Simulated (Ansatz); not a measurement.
## Ge (beta tin type) under strong compression

```yaml
crystal:
  lattice:
    - [-2.60040, 2.60040, 1.42787]
    - [2.60040, -2.60040, 1.42787]
    - [2.60040, 2.60040, -1.42787]
  atoms:
    - { symbol: Ge, position: [0.62500, 0.87500, 0.75000] }
    - { symbol: Ge, position: [0.37500, 0.12500, 0.25000] }
```

The cell comes from a relaxation on PAW files under the same functional, begun from a prototype that needn't be the stable phase.

Its volume is scaled, and at each volume shape and atoms are relaxed on PAW files; all methods then take that cell.

All numbers are PBE results (scalar-relativistic) from Ansatz 0.2.0, with a Γ-centred 17×17×17 k mesh, Fermi–Dirac smearing of 0.1 eV, no spin polarisation. Methods: LAPW: all electrons, basis error target 1 meV/atom; PAW: frozen-core files, cutoff 420 eV; crystal datasets: all electrons, by PAW datasets that the program makes for each cell; norm-conserving: pseudopotentials, cutoff 1061 eV; PAW (partial waves polarizable): frozen-core files, cutoff 420 eV.

Energies are extrapolated to zero smearing and count from the unscaled cell; pressure is positive in compression; gaps take the mesh and a band path. No temperature or zero-point motion is included.

```json
{"V/V0": "1.00", "V (Å³/atom)": "19.31", "P LAPW (GPa)": "0.02", "ΔE LAPW (eV/atom)": "0.000", "P PAW − LAPW (GPa)": "-0.03", "ΔE PAW − LAPW (meV/atom)": "0.0", "space group": "I4_1/amd", "shortest distance (Å)": "2.697"}
{"V/V0": "0.90", "V (Å³/atom)": "17.38", "P LAPW (GPa)": "9.16", "ΔE LAPW (eV/atom)": "0.049", "P PAW − LAPW (GPa)": "-0.04", "ΔE PAW − LAPW (meV/atom)": "-0.4", "space group": "I4_1/amd", "shortest distance (Å)": "2.607"}
{"V/V0": "0.80", "V (Å³/atom)": "15.45", "P LAPW (GPa)": "?", "ΔE LAPW (eV/atom)": "?", "P PAW − LAPW (GPa)": "?", "ΔE PAW − LAPW (meV/atom)": "?", "space group": "?", "shortest distance (Å)": "?"}
{"V/V0": "0.70", "V (Å³/atom)": "13.52", "P LAPW (GPa)": "55.6", "ΔE LAPW (eV/atom)": "0.717", "P PAW − LAPW (GPa)": "-0.05", "ΔE PAW − LAPW (meV/atom)": "-1.5", "space group": "I4_1/amd", "shortest distance (Å)": "2.403"}
{"V/V0": "0.60", "V (Å³/atom)": "11.59", "P LAPW (GPa)": "114.4", "ΔE LAPW (eV/atom)": "1.700", "P PAW − LAPW (GPa)": "-0.03", "ΔE PAW − LAPW (meV/atom)": "-2.0", "space group": "I4_1/amd", "shortest distance (Å)": "2.283"}
{"V/V0": "0.50", "V (Å³/atom)": "9.66", "P LAPW (GPa)": "235.8", "ΔE LAPW (eV/atom)": "3.718", "P PAW − LAPW (GPa)": "0.22", "ΔE PAW − LAPW (meV/atom)": "-1.4", "space group": "I4_1/amd", "shortest distance (Å)": "2.150"}
{"V/V0": "0.40", "V (Å³/atom)": "7.72", "P LAPW (GPa)": "513.6", "ΔE LAPW (eV/atom)": "7.990", "P PAW − LAPW (GPa)": "1.17", "ΔE PAW − LAPW (meV/atom)": "6.7", "space group": "I4_1/amd", "shortest distance (Å)": "1.996"}
```

(1) Fit the Vinet equation to the LAPW pressures shown (residuals weighted by 1/(|P| + 0.03·Pmax)), and predict the pressure of the withheld row.

(2) From the table, what is the rise of the enthalpy H = E + pV up to the last row, and how stiff is the crystal between the last two rows?

(3) At the smallest volume, how far do crystal datasets and norm-conserving and PAW (partial waves polarizable) lie from LAPW in pressure?

(4) How do the Löwdin populations by LAPW change from the unscaled cell to the last row?

## Answers

(1) The fit gives V0 = 19.35 Å³/atom, B0 = 61.9 GPa and B0′ = 5.37. At 15.45 Å³/atom, x = (V/V0)^(1/3) = 0.9276, and P = 3·B0·(1 − x)/x²·exp[1.5·(B0′ − 1)·(1 − x)] = 25.1 GPa. The run itself gave 25.5 GPa (-1.5 % off) and ΔE = 0.248 eV/atom.

(2) ΔH = 7.990 eV + (513.6 GPa × 7.72 Å³ − 0.02 GPa × 19.31 Å³) × 0.006242 eV/(GPa·Å³) = 32.75 eV/atom, of which pV makes 76 %. The mean bulk modulus there is −ΔP/Δln V = 1240 GPa.

(3) crystal datasets: 0.00 GPa; norm-conserving: +1.03 GPa; PAW (partial waves polarizable): +1.17 GPa, on a LAPW pressure of 513.6 GPa.

(4) Ge 3s 1.99 → 1.96, Ge 4s 1.55 → 1.09, Ge 4p 2.44 → 2.95 electrons an atom. These are projections on the shells that the free atoms fill; 0.05 e a cell lies outside them at the start and 0.10 e at the end.
